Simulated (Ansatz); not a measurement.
# TiAl3: properties at the relaxed cell

One table from this session's results is given with a row withheld; the runs are named, their logs left out.

Program: Ansatz 0.2.0. Level of theory: DFT PBEsol, scalar-relativistic, plane waves, PAW. These are calculated values, not measurements.

1 further run of the same task is left out (set aside as unsound or not needed).

## The structure to begin with

The structure is cubic, space group Pm-3m (No. 221). Conventional cell: a = 3.948 Å, b = 3.948 Å, c = 3.948 Å, α = 90.00°, β = 90.00°, γ = 90.00°. Ti (site symmetry m-3m) has 12 Al at 2.79 Å as nearest neighbours. Al (site symmetry 4/mmm) is surrounded by 8 Al at 2.79 Å and 4 Ti at 2.79 Å.

Structure file:

```xyz
4
Lattice="3.9483 0.0000 0.0000 0.0000 3.9483 0.0000 0.0000 0.0000 3.9483" Properties=species:S:1:pos:R:3 pbc="T T T"
Ti    0.0000    0.0000    0.0000
Al    1.9742    1.9742    0.0000
Al    1.9742    0.0000    1.9742
Al    0.0000    1.9742    1.9742
```

It goes back to an entry of the Materials Project, which need not be the stable form.

This cell was relaxed beforehand with the same method: volume 15.39 Å³/atom, gap on the mesh none (metal).

The first run:

Input file input.yaml:

```yaml
crystal:
  lattice:
    - [3.9483448104, 0.0, 0.0]
    - [0.0, 3.9483448104, 0.0]
    - [0.0, 0.0, 3.9483448104]
  atoms:
    - { symbol: Ti, position: [0.0, 0.0, 0.0] }
    - { symbol: Al, position: [0.5, 0.5, 0.0] }
    - { symbol: Al, position: [0.5, 0.0, 0.5] }
    - { symbol: Al, position: [0.0, 0.5, 0.5] }
basis:
  ecutwfc: 420
kpoints:
  mp_grid: { grid: [10, 10, 10] }
  band_path:
    path:
      - [[0.0, 0.0, 0.0], [0.0, 0.5, 0.0], [0.5, 0.5, 0.0], [0.0, 0.0, 0.0], [0.5, 0.5, 0.5], [0.0, 0.5, 0.0]]
      - [[0.5, 0.5, 0.5], [0.5, 0.5, 0.0]]
    npoints: 14
hamiltonian:
  xc: pbesol
scf:
  occupations: { method: gaussian, width: 0.1 }
  n_extra_bands: 10
output:
  forces: true
  stress: true
  eigenvalues: true
  populations: true
  dos: { projected: true, de: 0.02, nscf_kmesh: { grid: [15, 15, 15] } }
  bader: true
  write_density: true
  write_potential: true
  elf: true
  volumetric_format: npy
```

The run is started by

```
$ ansatz run input.yaml --threads 1 --pin off --max-ram 2560MiB --backend cpu --events-out ev --progress --plain --runs-dir out
```

Steps of the session up to this table: Static run: bands, density of states and charges; The cell as listed, for comparison; Point at V/V0 = 0.97; Point at V/V0 = 1.03; Volume × 0.94; Point at V/V0 = 1.06; Point at V/V0 = 0.91; Volume × 1.10; The cell scaled to 0.88 of its volume.

One table of the session follows, with a row left open; its other results are not shown here.

It belongs to the step «Fit of the equation of state». 

```
volume (Å³/atom)  energy above the lowest point (meV/atom)  pressure (GPa)
          13.542                                      95.4           18.45
          14.003                                      50.7           12.74
          14.465                                      21.3            7.83
          14.926                                       5.0            3.62
          15.388                                       0.0           -0.01
          15.850                                       4.7           -3.12
          16.311                                         ?               ?
          16.927                                      45.9           -8.78
```

Q: Estimate the row for volume (Å³/atom) = 16.311 from the others.

Worked estimate for «energy above the lowest point (meV/atom)». A straight line through the neighbours (15.850, 4.7) and (16.927, 45.9) gives 4.7 + (45.9 − 4.7) × (16.311 − 15.850) / (16.927 − 15.850) = 22.3; a parabola fitted to 3 rows on both sides gives 17.2.

**Answer.** energy above the lowest point (meV/atom): 17.7; pressure (GPa): -5.80. In «energy above the lowest point (meV/atom)» the line misses by +4.6 and the parabola by -0.5.
